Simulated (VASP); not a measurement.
# TePb: relaxation of cell and atoms with PBE

The system is TePb.

```
CELL_PARAMETERS angstrom
0.00000 3.23100 3.23100
3.23100 0.00000 3.23100
3.23100 3.23100 0.00000
ATOMIC_POSITIONS crystal
Pb 0.00000 0.00000 0.00000
Te 0.50000 0.50000 0.50000
```

```
Program                : VASP 6.6.1
Task                   : relaxation of cell and atoms
Functional             : PBE
Potentials or basis    : VASP PAW PBE potentials, release 64 (Pb_d_GW, Te_GW)
Cutoff                 : 630 eV
k mesh                 : 7 × 7 × 7
Occupations            : fermi-dirac, width 0.05 eV
Spin                   : no spin polarisation
Further INCAR settings : ALGO = Normal; EDIFF = 1e-07; IBRION = 2; EDIFFG = -0.01; NSW = 40; ISIF = 3
```

The relaxed volume is 35.39 Å³/atom and the relaxed cell is a = 4.643 Å, b = 4.643 Å, c = 4.643 Å, α = 60.00°, β = 60.00°, γ = 60.00°. The space group after relaxing (to 0.05 Å) is Fm-3m (No. 225). The energy gained by relaxing is 10.3 meV/atom. The ionic steps are 3 and the pressure after relaxing is 0.0 GPa.

Step by step:
```tsv
step	energy change (eV)	largest force (eV/Å)	pressure (GPa)	volume (Å³)
1	0.0000	0.0000	2.08	67.46
2	-0.0188	0.0000	-0.55	71.82
3	-0.0206	0.0000	0.01	70.78
```

Final structure:
```xyz
2
Lattice="0.0000 3.2831 3.2831 3.2831 0.0000 3.2831 3.2831 3.2831 0.0000" Properties=species:S:1:pos:R:3 pbc="T T T"
Pb    0.0000    0.0000    0.0000
Te    3.2831    3.2831    3.2831
```

Levels at points of the mesh, in eV from the Fermi level:
```csv
k point,band 9,band 10,band 11,band 12,band 13,band 14
"(0.00, 0.00, 0.00)",-1.62,-1.62,-1.62,3.57,3.57,3.57
```

Run time: 76 s on 1 thread of Intel(R) Xeon(R) Platinum 8375C CPU @ 2.90GHz (Ice Lake) (shared host), peak memory 0.27 GiB.

Caveat: this odd mesh misses L, where the gap lies, so gap, dielectric constants and Born charges aren't listed. Zero-point motion and thermal expansion aren't in these numbers.
